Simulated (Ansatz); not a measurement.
# Selenium, hcp: HSE06 after PBE

How do the levels change when part of the exchange is made exact, and what does it cost? Spin polarisation is left out. The geometry was relaxed under PBE beforehand and is kept. Exact exchange is dear, so the k-mesh is coarse, and PBE is run on the same mesh for comparison.

Program: Ansatz 0.2.0. Level of theory: DFT, plane waves (420 eV) with PBE-made PAW files, scalar-relativistic; functionals as named at each step. These are calculated values, not measurements.

## (1) The structure to begin with

Symmetry: P6_3/mmc, No. 194, hexagonal system. Conventional cell: a = 3.662 Å, b = 3.662 Å, c = 3.848 Å, α = 90.00°, β = 90.00°, γ = 120.00°. Se (site symmetry -6m2) is surrounded by 6 Se at 2.86 Å.

Structure file:

```cif
data_structure
_symmetry_space_group_name_H-M 'P 1'
_symmetry_Int_Tables_number 1
_cell_length_a 3.6625
_cell_length_b 3.6625
_cell_length_c 3.8476
_cell_angle_alpha 90.000
_cell_angle_beta 90.000
_cell_angle_gamma 120.000
_cell_volume 44.70
loop_
_atom_site_label
_atom_site_type_symbol
_atom_site_fract_x
_atom_site_fract_y
_atom_site_fract_z
_atom_site_occupancy
Se1 Se 0.33333 0.66667 0.25000 1
Se2 Se 0.66667 0.33333 0.75000 1
```

## (2) PBE, coarse mesh

The run with PBE.

input.yaml reads:

```yaml
crystal:
  lattice:
    - [3.6624839292, 0.0, 0.0]
    - [-1.8312419646, 3.1718041236, 0.0]
    - [0.0, 0.0, 3.8475617746]
  atoms:
    - { symbol: Se, position: [0.3333333333, 0.6666666667, 0.25] }
    - { symbol: Se, position: [0.6666666667, 0.3333333333, 0.75] }
hamiltonian:
  xc: pbe
  pseudopotentials:
    kind: paw
    azcp:
      Se: "pseudopotentials/Se.paw.azcp"
basis:
  ecutwfc: 420
  fft_grid_basis: typed
kpoints:
  mp_grid: { grid: [5, 5, 4], shift: [0, 0, 0] }
magnetization:
  spin_polarized: false
scf:
  occupations: { method: fermi_dirac, width: 0.1 }
```

On the command line:

```bash
> ansatz run input.yaml --threads 4 --pin off --max-ram 8192MiB --backend cpu --events-out ev --progress --plain --runs-dir out
```

What it wrote, shortened:

```text
Warning: RAYON_NUM_THREADS=4 ignored (pool sized by the plan → 4); use --threads N
[...]
Pseudopotentials: kind: paw
Pseudopotential: Se, paw, valence charge 16, recommended cutoff 420 eV (normal), <dir>
Functional definition: PBE
[...]
Crystal: 2 atoms, lattice volume = 44.696 Å³
Basis set: ecut = 420 eV, 877 PW (Γ)
Bands: 20, of which v1, the nominal top of the filled ones, is band 16 counted from 1 (15 counted from 0)
Symmetry: 24 space group operations
Space group: P63/mmc (ITA 194), of the structure as read, at distance tolerance 3.5e-5 Å
k-points: 15 of 100
[...]
SCF iter   1: F=—  HF=-10937.383945 eV  |F-HF|=—  |Δ(HF+E_count)|=         —  Δρ=2.31e-3  dr2=1.12e-3  ethr=1.77e-3  ⟨swp⟩=5.2  Hψ=1343  notcnv=0
[...]
SCF iter   7: F=-10937.386050 eV  HF=-10937.386050 eV  |F-HF|=1.36e-9  |Δ(HF+E_count)|=   8.14e-8  Δρ=4.30e-6  dr2=1.19e-8  ethr=3.13e-10  ⟨swp⟩=2.9  Hψ=705  notcnv=0
[...]
SCF converged after 7 iterations
Free energy (F): -10937.386050 eV
[...]
E sigma→0 (E₀):  -10937.360176 eV
Entropy (-TS):   -0.051749 eV (-25.875 meV/atom)
Fermi energy:    9.758389 eV
[...]
```

It took 0.28 s on 4 threads of Arm Neoverse V2, shared host; peak memory 0.27 GiB.

## (3) HSE06, coarse mesh

The run with HSE06.

input.yaml, as its differences from that of step 2:

```diff
@@ -9,3 +9,3 @@
 hamiltonian:
-  xc: pbe
+  xc: hse06
   pseudopotentials:
```

On the command line:

```bash
> ansatz run input.yaml --threads 4 --pin off --max-ram 8192MiB --backend cpu --events-out ev --progress --plain --runs-dir out
```

What it wrote, shortened:

```text
Warning: RAYON_NUM_THREADS=4 ignored (pool sized by the plan → 4); use --threads N
[...]
[... 2 set-up lines as earlier in the session ...]
Functional definition: HSE06
[...]
Crystal: 2 atoms, lattice volume = 44.696 Å³
Basis set: ecut = 420 eV, 877 PW (Γ)
Bands: 20, of which v1, the nominal top of the filled ones, is band 16 counted from 1 (15 counted from 0)
[... 2 set-up lines as earlier in the session ...]
k-points: 15 of 100
[...]
SCF iter   1: F=—  HF=-10937.383799 eV  |F-HF|=—  |Δ(HF+E_count)|=         —  Δρ=2.35e-3  dr2=1.37e-3  ethr=1.77e-3  ⟨swp⟩=7.5  Hψ=1115  notcnv=0
[...]
Frozen-core exchange: fock
[...]
SCF 2 stopped early in 6 iterations: F = -10939.732455 eV  dr2 = 3.72e-6
hybrid outer 1: dexx = +5.653e-3 eV, tail = 8.42e-5 eV
[...]
Frozen-core exchange: fock
[...]
hybrid SCF converged: 2 outer / 12 inner (+8 warm-up), last move |dexx| = 3.44e-7 eV, tail = 7.91e-8 eV
Stability not checked: this state was not tested for a lower state beside it, because the functional holds exact exchange (a hybrid, or Hartree-Fock), whose exchange loop this test does not read (fock_operator; see scf.lower_state_search)
Free energy (F): -10939.732748 eV
Frozen-core exchange: fock
[...]
E sigma→0 (E₀):  -10939.709174 eV
Entropy (-TS):   -0.047148 eV (-23.574 meV/atom)
Fermi energy:    9.611485 eV
[...]
--- Band table (eV; the first three rows and the last of 15) ---
  k-point 0: bands = ["-43.1067", "-43.0951", "-43.0924", "-43.0924", "-43.0706", "-43.0706", "-43.0213", "-43.0213", "-43.0203", "-43.0203", "-8.0983", "-1.6472", "4.1411", "6.9075", "6.9075", "10.6837", "10.6837", "13.6062", "14.3436"]
[...]
  guard bands above this table: 1 of the run's 20 bands, where the rule asks 2: the bands that hold charge and the lowest empty level above them stay in the table. The solve was not asked for them (output.publish_guard_bands: true or output.eigenvalues: true publishes all)
```

Run time: 3.5 s. Hardware: 4 threads of Arm Neoverse V2, shared host; peak memory 0.8 GiB.

## (4) The functionals compared

```
functional               gap on the mesh  Fermi energy (eV)  SCF cycles  exchange loops  CPU time
       PBE  none (levels filled in part)              9.758           7               -    0.71 s
     HSE06  none (levels filled in part)              9.611          20               2      11 s
```

## (5) What came out

```
                                   quantity                         value
                                   PBE: gap  none (levels filled in part)
                                 HSE06: gap  none (levels filled in part)
          HSE06: SCF cycles, exchange loops                         20, 2
           HSE06: CPU time over that of PBE                            15
HSE06: relative to trigonal (grey) selenium                 +584 meV/atom
```

Both PBE and HSE06 leave levels filled in part. HSE06 cost 15 times the CPU time of PBE. The exchange operator of HSE06 was renewed in 2 outer loops. The dense-mesh value adds -33.2 meV/atom, the change that PBE shows between the coarse mesh and its own dense run (not shown). Under HSE06 it lies 584 meV/atom above trigonal (grey) selenium (computed apart in the same way); on such meshes a few tens of meV are uncertain for metals. The total energies in the logs cannot be compared from one functional to another.
